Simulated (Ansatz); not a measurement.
## SiO2: stable or not

It was reached by relaxing an invented guess, and it needn't be the stable form of this composition.

Method: DFT PBE, scalar-relativistic, plane waves, PAW in Ansatz 0.2.0. The final run on the 6-atom cell used 420 eV, a Γ-centred 4×8×4 mesh, 0.02 eV smearing and no spin polarisation.

```yaml
crystal:
  lattice:
    - [5.29043, 0.00000, 0.00000]
    - [0.00000, 2.81333, 0.00000]
    - [0.00000, 0.00000, 6.29869]
  atoms:
    - { symbol: Si, position: [0.75000, 0.00000, 0.85164] }
    - { symbol: Si, position: [0.25000, 0.00000, 0.14836] }
    - { symbol: O, position: [0.75000, 0.50000, 0.71395] }
    - { symbol: O, position: [0.25000, 0.50000, 0.28605] }
    - { symbol: O, position: [0.00000, 0.00000, 0.00000] }
    - { symbol: O, position: [0.50000, 0.00000, 0.00000] }
```

Energies over the elements count from the elements' standard structures at the same level (O₂ as a molecule), with no fitted energy shifts.

Problem. These tests were run: energy against the elements; phonons on a 1×4×1 q mesh. What do they show?

Solution.

```tsv
test	result
energy against the elements	−2.661 eV/atom
phonons on a 1×4×1 q mesh	imaginary modes down to 117i cm⁻¹
```

It fails one test: phonons on a 1×4×1 q mesh. So it isn't even a local minimum.

Weakly bound directions are ill-defined at this level, which has no dispersion term. The run for the phonons used a 4×8×4 k mesh.
